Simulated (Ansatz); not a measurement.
# Σ3 (111) boundary in fcc Au with Re (substitutional): structure and resistance, part 2 of 2

Wanted: what the Σ3 (111) boundary in fcc Au with Re (substitutional) costs an interconnect.

Ansatz 0.2.0; Ansatz plane-wave DFT, PBE, PAW files; relaxation of a bicrystal slab with its lowest layers held; PAW set soft_1 (the session's first sound run).

So far. Step 2 (Relaxing the bicrystal): The largest force component on a free atom ends at 0.0069 eV/Å, under the tolerance of 0.03, after 5 steps.

## (3) Transmission across the boundary

Bulk layers of each grain are laid under and over the relaxed boundary, and a lead is named in the middle of each, away from the free faces. The mesh across the current, 26×26, is finer than the density's, because channels open and close sharply across the zone. Energies from -0.1 to 0.1 eV in steps of 0.05 eV are too few for the program's thermal sum, so it prints no conductance; for a metal the transmission near the Fermi level serves, at a fraction of the cost.

This step: Ansatz plane-wave DFT, PBE, PAW files; ballistic transport by layer matching (Landauer), zero bias; boundary relaxed in a short slab, bulk layers laid on; PAW set soft_1 (Ansatz 0.2.0).

System of this step: Σ3 (111) boundary in fcc Au with Re (substitutional). The cell holds 38 atoms: 37 Au and 1 Re. Cell: a = 5.768 Å, b = 2.884 Å, c = 50.608 Å, α = 90.0°, β = 90.0°, γ = 120.0°. It derives from Au. Regions: lower grain, 16 atoms (16 Au); boundary, 10 atoms (9 Au and 1 Re); upper grain, 12 atoms (12 Au). Vacuum lies along c.

Input file input.yaml:

```yaml
crystal:
  lattice:
    - [5.7675164608, 0.0, 0.0]
    - [-1.4418791152, 2.4974078859, 0.0]
    - [0.0, 0.0, 50.6080805467]
  atoms:
    - { symbol: Au, position: [-1.6666666666, -6.6666666666, 0.0790387613] }
    - { symbol: Au, position: [-1.1666666666, -6.6666666666, 0.0790387613] }
    - { symbol: Au, position: [-1.5, -6.0, 0.125564508] }
    - { symbol: Au, position: [-1.0, -6.0, 0.125564508] }
    - { symbol: Au, position: [-1.3333333333, -5.3333333333, 0.1720902547] }
    - { symbol: Au, position: [-0.8333333333, -5.3333333333, 0.1720902547] }
    - { symbol: Au, position: [-1.1666666666, -4.6666666666, 0.2186160014] }
    - { symbol: Au, position: [-0.6666666666, -4.6666666666, 0.2186160014] }
    - { symbol: Au, position: [-1.0, -4.0, 0.265141748] }
    - { symbol: Au, position: [-0.5, -4.0, 0.265141748] }
    - { symbol: Au, position: [-0.8333333333, -3.3333333333, 0.3116674947] }
    - { symbol: Au, position: [-0.3333333333, -3.3333333333, 0.3116674947] }
    - { symbol: Au, position: [-0.6666666666, -2.6666666666, 0.3581932414] }
    - { symbol: Au, position: [-0.1666666666, -2.6666666666, 0.3581932414] }
    - { symbol: Au, position: [-0.5, -2.0, 0.4047189881] }
    - { symbol: Au, position: [0.0, -2.0, 0.4047189881] }
    - { symbol: Au, position: [0.6666666667, 0.6666666667, 0.4512447347] }
    - { symbol: Au, position: [0.1666666667, 0.6666666667, 0.4512447347] }
    - { symbol: Au, position: [0.8350239301, 0.3350239301, 0.5006282223] }
    - { symbol: Au, position: [0.3303323891, 0.3303323891, 0.4987606155] }
    - { symbol: Re, position: [-0.0138709376, -0.0138709376, 0.5463256928] }
    - { symbol: Au, position: [0.4788367009, -0.0211632991, 0.5465286862] }
    - { symbol: Au, position: [0.8325203371, 0.3325203371, 0.5920126548] }
    - { symbol: Au, position: [0.3258965447, 0.3258965447, 0.5945196942] }
    - { symbol: Au, position: [0.668727219, 0.668727219, 0.640990798] }
    - { symbol: Au, position: [0.166640436, 0.666640436, 0.6426227192] }
    - { symbol: Au, position: [-0.4989828392, -1.9989828392, 0.6883325053] }
    - { symbol: Au, position: [0.0010171608, -1.9989828392, 0.6883325053] }
    - { symbol: Au, position: [-0.6656495058, -2.6656495058, 0.734858252] }
    - { symbol: Au, position: [-0.1656495058, -2.6656495058, 0.734858252] }
    - { symbol: Au, position: [-0.8323161725, -3.3323161725, 0.7813839986] }
    - { symbol: Au, position: [-0.3323161725, -3.3323161725, 0.7813839986] }
    - { symbol: Au, position: [-0.9989828392, -3.9989828392, 0.8279097453] }
    - { symbol: Au, position: [-0.4989828392, -3.9989828392, 0.8279097453] }
    - { symbol: Au, position: [-1.1656495058, -4.6656495058, 0.874435492] }
    - { symbol: Au, position: [-0.6656495058, -4.6656495058, 0.874435492] }
    - { symbol: Au, position: [-1.3323161725, -5.3323161725, 0.9209612387] }
    - { symbol: Au, position: [-0.8323161725, -5.3323161725, 0.9209612387] }
kpoints:
  mp_grid: { grid: [10, 10, 1] }
hamiltonian:
  xc: pbe
  pseudopotentials: { kind: paw, azcp: { folder: soft_1 } }
scf:
  occupations: { method: fermi_dirac, width: 0.1 }
output:
  transmission:
    leads: [[10, 12], [28, 30]]
    kmesh: [26, 26]
    e_range: [-0.1, 0.1]
    de: 0.05
  write_potential: true
  write_density: true
  volumetric_format: npy
  elf: true
```

Launch:

```console
$ ansatz run input.yaml --threads 4 --pin off --max-ram 15360MiB --backend cpu --events-out ev --progress --plain --runs-dir out
```

Numbers of over 12 decimals in the logs are rounded to 6 here.

What it wrote:

```text
[...]
Crystal: 38 atoms, lattice volume = 728.951 Å³
Basis set: ecut = 420 eV, 14313 PW (Γ)
Bands: 431, of which v1, the nominal top of the filled ones, is band 359 counted from 1 (358 counted from 0)
Symmetry: 2 space group operations
[...]
k-points: 36 of 100 (time reversal used)
[...]
SCF iter   1: F=—  HF=-497472.904587 eV  |F-HF|=—  |Δ(HF+E_count)|=         —  Δρ=7.51e-2  dr2=2.33e2  ethr=3.10e-3  ⟨swp⟩=5.0  Hψ=48158  notcnv=0  defer=1439
[...]
SCF iter  11: F=-497460.261976 eV  HF=-497460.261976 eV  |F-HF|=6.87e-8  |Δ(HF+E_count)|=   4.71e-9  Δρ=1.79e-6  dr2=7.52e-8  ethr=1.39e-11  ⟨swp⟩=1.7  Hψ=32810  notcnv=0
SCF 1 converged in 11 iterations: F = -497460.261976 eV  dr2 = 7.52e-8
[...]
transmission: 805 of 8036 steps passed
transmission: 1609 of 8036 steps passed
[...]
transmission: 8036 of 8036 steps passed
WARN: The output density's exchange-correlation potential varies sharply where the density is thin. Do not read a vacuum level from v_tot or v_xc, or from such a field of the output density. On a cell that repeats whose density bears no net charge and no dipole along the vacuum's axis use v_es (v_loc + v_h of the components); under efield.dipole_correction with no amplitude use v_es + v_field, which holds any externa [...]
SCF converged after 11 iterations
Free energy (F): -497460.261976 eV
[...]
Internal energy: -497459.784048 eV  (E = F + TS)
E sigma→0 (E₀):  -497460.023012 eV
Entropy (-TS):   -0.477928 eV (-12.577 meV/atom)
Fermi energy:    17.694157 eV
[...]
--- Band table (eV; the first three rows and the last of 36) ---
  k-point 0: bands = [... 355 lower, 16.3722, 16.4644, 16.9461, 17.0986, 17.3028, 17.3485, 17.3827, 17.6105, ... 68 higher]
  k-point 1: bands = [... 355 lower, 17.1137, 17.2473, 17.2992, 17.3981, 17.4376, 17.5133, 17.6288, 17.7317, ... 68 higher]
  k-point 2: bands = [... 355 lower, 17.3731, 17.4334, 17.4571, 17.5260, 17.5959, 17.6375, 17.7467, 17.9454, ... 68 higher]
  k-point 35: bands = [... 355 lower, 18.1550, 18.1635, 18.4490, 18.5226, 18.7715, 18.7784, 19.1196, 19.2554, ... 68 higher]
--- Transmission ---
  basis      : 125 plane waves across, 41 finite elements along
  points     : 196, standing for a mesh of 26 x 26
  energies   : 5 from -0.100000 to 0.100000 eV about the Fermi level, 0.050000 eV apart; the leads are filled to 0.000000 eV, and channels, transmission and decay are at 0.000000 eV
  crystal 0  : Au2, at the sites [10, 12], period 2.3546 Å, over 21.19 Å; its Hamiltonian steps by up to 6.3 meV
    offset         : up to 0.0000 Å between an atom of the period and one for which it stands
    channels       : 1.590237e0 a spin
    conductance    : none, the energies end too early or step too widely for 300 K: set another output.transmission.e_range or a lower de, or, where they end at an eighth of basis.ecutwfc, a higher one
[...]
channels       : 1.602071e0 a spin
[...]
junction   : crystal 0 to crystal 1, 13.90 to 39.07 Å
    transmission   : 6.530517e-1 a spin
[...]
```

It took 24 min on 4 threads of Arm Neoverse V1, shared host; peak memory 13 GiB; 1.5 h of CPU time.

Numbers from this step:

```yaml
free_energy: -497460.2620 eV
energy_at_zero_smearing: -497460.0230 eV
fermi_energy: 17.69 eV
cell_area: 14.40 Å²
transmission_per_spin_nearest_the_fermi_level: 0.6531
open_channels_per_spin_nearest_the_fermi_level: 1.590
open_channels_per_spin_upper_lead: 1.602
step_of_the_lead_s_potential: 6.3 meV
step_of_the_upper_lead_s_potential: 21.7 meV
```

Per spin. Transmission, zone mean against energy, zero at the Fermi level:

| energy (eV) | transmission, zone mean |
| --- | --- |
| -0.1000 | 0.603 |
| -0.0500 | 0.628 |
| 0.0000 | 0.653 |
| 0.0500 | 0.670 |
| 0.1000 | 0.687 |

Per spin. Table of open channels, zone mean by energy, zero at the Fermi level:

| energy (eV) | lead | upper lead |
| --- | --- | --- |
| -0.1000 | 1.57 | 1.57 |
| -0.0500 | 1.56 | 1.56 |
| 0.0000 | 1.59 | 1.60 |
| 0.0500 | 1.61 | 1.61 |
| 0.1000 | 1.60 | 1.60 |

Transmission over k1 and k2. At 0.0000 eV from the Fermi level.

Values, 12 rows by 16 columns, each cell a mean:
```
0.91 0.91 0.88 0.77 0.59 0.62 0.60 0.99 1.19 1.17 1.17 0.60 0.56 0.59 0.79 0.88
0.86 0.85 0.87 0.87 0.86 0.84 0.88 0.91 0.91 0.80 0.68 0.69 0.98 0.95 0.96 0.96
0.54 0.58 0.67 0.71 0.70 0.66 0.69 0.76 0.80 0.88 0.89 0.95 0.92 0.85 0.87 0.78
0.37 0.34 0.33 0.35 0.37 0.38 0.33 0.24 0.34 0.34 0.38 0.45 0.46 0.46 0.45 0.42
0.41 0.35 0.29 0.25 0.26 0.31 0.28 0.32 0.33 0.31 0.28 0.35 0.41 0.45 0.46 0.45
0.60 0.60 0.59 0.58 0.60 0.59 0.81 0.94 0.93 0.85 0.52 0.58 0.60 0.60 0.60 0.61
0.55 0.56 0.55 0.53 0.51 0.48 0.49 0.74 0.70 0.78 0.67 0.59 0.47 0.47 0.50 0.53
0.34 0.38 0.39 0.37 0.34 0.28 0.21 0.19 0.15 0.09 0.10 0.13 0.14 0.17 0.21 0.27
0.57 0.62 0.68 0.66 0.70 0.63 0.62 0.59 0.53 0.57 0.70 0.75 0.73 0.67 0.62 0.57
0.65 0.93 0.90 0.96 0.99 0.84 0.88 0.89 0.91 0.80 0.57 0.57 0.62 0.63 0.59 0.53
0.99 0.99 0.98 0.96 0.91 0.83 1.02 0.98 1.08 0.96 0.96 0.98 0.99 0.99 0.99 0.99
0.89 0.83 0.69 0.54 0.63 0.56 1.16 1.20 1.21 1.04 0.56 0.50 0.65 0.79 0.85 0.89
```
Columns: k1 (b1) from -0.5 to 0.462; rows upwards: k2 (b2) from -0.5 to 0.462.

Open channels over k1 and k2. At 0.0000 eV from the Fermi level.

Ten even steps from '_' (1.00) to '@' (2.00):
```
______________________@@@@@@@@@@@@@@________________
________________________@@@@@@@@@@@@@@______________
________________________@@@@@@@@@@@@@@@@@@__________
________________________@@@@@@@@@@@@@@@@@@@@@@______
__________________________@@@@@@@@@@@@@@@@@@@@@@____
@@______________________@@@@@@@@@@@@@@@@@@@@@@@@@@@@
@@@@@@__________________@@@@@@@@@@@@@@@@@@@@@@@@@@@@
@@@@@@@@__________________@@@@@@@@@@@@@@@@@@@@@@@@@@
@@@@@@@@@@@@@@__________@@@@@@@@@@@@@@@@@@@@@@@@@@@@
@@@@@@@@@@@@@@@@@@______@@@@@@@@@@@@@@@@@@@@@@@@@@@@
@@@@@@@@@@@@@@@@@@__________@@@@@@@@@@@@@@@@@@@@@@@@
@@@@@@@@@@@@@@@@@@______________@@@@@@@@@@@@@@@@@@@@
@@@@@@@@@@@@@@@@@@__________________@@@@@@@@@@@@@@@@
@@@@@@@@@@@@@@@@@@@@@@______________@@@@@@@@@@@@@@@@
@@@@@@@@@@@@@@@@@@@@@@@@@@__________@@@@@@@@@@@@@@@@
@@@@@@@@@@@@@@@@@@@@@@@@@@@@@@______@@@@@@@@@@@@@@@@
@@@@@@@@@@@@@@@@@@@@@@@@@@@@@@__________@@@@@@@@@@@@
@@@@@@@@@@@@@@@@@@@@@@@@@@@@__________________@@@@@@
@@@@@@@@@@@@@@@@@@@@@@@@@@@@@@__________________@@@@
@@@@@@@@@@@@@@@@@@@@@@@@@@@@@@______________________
______@@@@@@@@@@@@@@@@@@@@@@________________________
________@@@@@@@@@@@@@@@@@@@@@@______________________
____________@@@@@@@@@@@@@@@@@@______________________
________________@@@@@@@@@@@@@@______________________
__________________@@@@@@@@@@@@@@____________________
@@@@@@@@@@@@@@@@@@@@@@@@@@@@@@@@@@@@@@@@@@@@@@@@@@@@
```
Columns: k1 (b1) from -0.5 to 0.462; rows upwards: k2 (b2) from -0.5 to 0.462.

Valence density in the ca plane at fractional y = 0.000, with atoms of Au and Re within 0.2 Å of it. It is the smooth field of the valence electrons, not physical close to the nuclei.

Ten steps, logarithmic in the rise over the least value, from '0' (0 e/Å³) to '9' (14 e/Å³), each cell a mean:
```
11147998521111000011112578863111100001111137
21125775311222100122222367642122221012221124
42112332112344211244321233321234431123442112
53111111112454311345421112111235532124553111
42112332112343211244321123221134431123442112
21125775311222100122211356642122221012221124
11147998521111000011112589863111100001111137
11147998521111000011112689974101100000111137
11136887421121100112112579863111210001221136
32123554212333211233211356642123331112332113
43111221112454212355321123221134542123553211
43111221112454212355321112211135542123553211
32123554212333211233211234421123432112332113
11136887421121100122112467752112210001221136
11147998521110000011112578863111100000111147
```
Columns run along c (16.0 Å, from fractional 0.37 to 0.68 of the cell), rows up along a (5.8 Å). Atoms in or near the plane, at fractional coordinates: Au at (0.40, 0.50), Au at (0.40, 0.00), Re at (0.55, 0.99), Au at (0.55, 0.48).

ELF in the ca plane at fractional y = 0.000, with atoms of Au and Re within 0.2 Å of it. It is the smooth field of the valence electrons, not physical close to the nuclei.

Ten even steps from '0' (0.11) to '9' (0.79), each cell a mean:
```
11135786411111000011122586872221110001111125
21124554211222100122222267732222211012221123
32112222112343211234322112212233321123432111
43111111112444211244422222222234431123443111
32112232112343211234321122221124321123432112
21124554211222100122211244431112211011221124
11135786411111000011111467652111110001111125
11135896411111000011112469853111100000111135
11125665311111100111112467652111110001111124
22113443111232111233211244431112321112332112
42111111112443211344311123221124432113443111
42111111112343211344321122221124432113443111
22113443111232111233222123311223321112332112
11125665311111100111121378841221111001111124
11135896411111000011121585872111100000111135
```
Columns run along c (16.0 Å, from fractional 0.37 to 0.68 of the cell), rows up along a (5.8 Å). Atoms in or near the plane, at fractional coordinates: Au at (0.40, 0.50), Au at (0.40, 0.00), Re at (0.55, 0.99), Au at (0.55, 0.48).

Electrostatic potential energy in the ca plane at fractional y = 0.000, with atoms of Au and Re within 0.2 Å of it. With pseudopotentials it is smooth inside the atoms' cores, unlike the true potential.

Ten even steps from '0' (-32 eV) to '9' (21 eV), each cell a mean:
```
99962001599999999999998300017999999999999972
89985224899888999988898620148998899998889986
68998778998756899865789876689976679997568999
57999999998645899854689999999974479986457999
68998778998756899866789988899986689997668998
89985224799888999988899853469998899999889985
99962001599999999999998510037999999999999972
99961000589999999999998400027999999999999972
99973002699999999999998510037999999999999984
78997556899877999877899853479997789998778997
58999989998646899754799988899985468997557999
58999989998646899754799998899985468997557999
78997556899878999877899865579987689998778997
99973002699999999999998510038999999999999983
99961000589999999999998300016999999999999971
```
Columns run along c (16.0 Å, from fractional 0.37 to 0.68 of the cell; values clipped at the 3rd and 97th percentile), rows up along a (5.8 Å). Atoms in or near the plane, at fractional coordinates: Au at (0.40, 0.50), Au at (0.40, 0.00), Re at (0.55, 0.99), Au at (0.55, 0.48).

Over the solved energies the transmission per spin lies between 0.603 and 0.687, out of 1.59 channels of the lead on average (up to 1.61).

## (4) Specific resistance

This step: Ansatz plane-wave DFT, PBE, PAW files; ballistic transport by layer matching (Landauer), zero bias; specific resistance of the boundary; PAW set soft_1 (Ansatz 0.2.0).

Numbers from this step:

* area resistance: 1.696 fΩ m²
* T over the leads' mean channel count: 0.4084

Averaged over the energies near the Fermi level, 40.8 % of the channels pass, which makes 1.70 fΩ m².

By hand, with T and the leads' channels N averaged over the energies near the Fermi level: RA = A (h/2e²)(1/T − ½[1/N₁ + 1/N₂]) = 14.40×10⁻²⁰ m² × 12 906 Ω × (1/0.6483 − ½[1/1.586 + 1/1.588]) = 1.70 fΩ m².

## (5) Results

```
specific resistance of the boundary : 1.70 fΩ m²
share of channels that pass         : 0.408
```

The boundary has a specific resistance of 1.7 fΩ m². The boundary reflects 59 % of the channels; 1.7 fΩ m² is 17×10⁻¹² Ω·cm². That equals the resistance of 75 nm of bulk Au at 300 K (measured 2.271 µΩ cm, CRC Handbook of Chemistry and Physics, 84th ed., 2003, Electrical Resistivity of Pure Metals). One Re in 14.4 Å² of boundary is a high coverage. One starting structure was relaxed; another shift or atom count at the boundary may lie lower. Spin-orbit coupling is left out, which matters for Au and Re.

[Logs are printed without paths, hosts, clocks, repeated set-up lines and the standing remarks that a program may print on its own settings, such as how far it seeks lower states.]

[Hosts, paths, dates, database ids (printed as entryN), source tags and the programs' standing remarks are cut or masked in the printed files.]
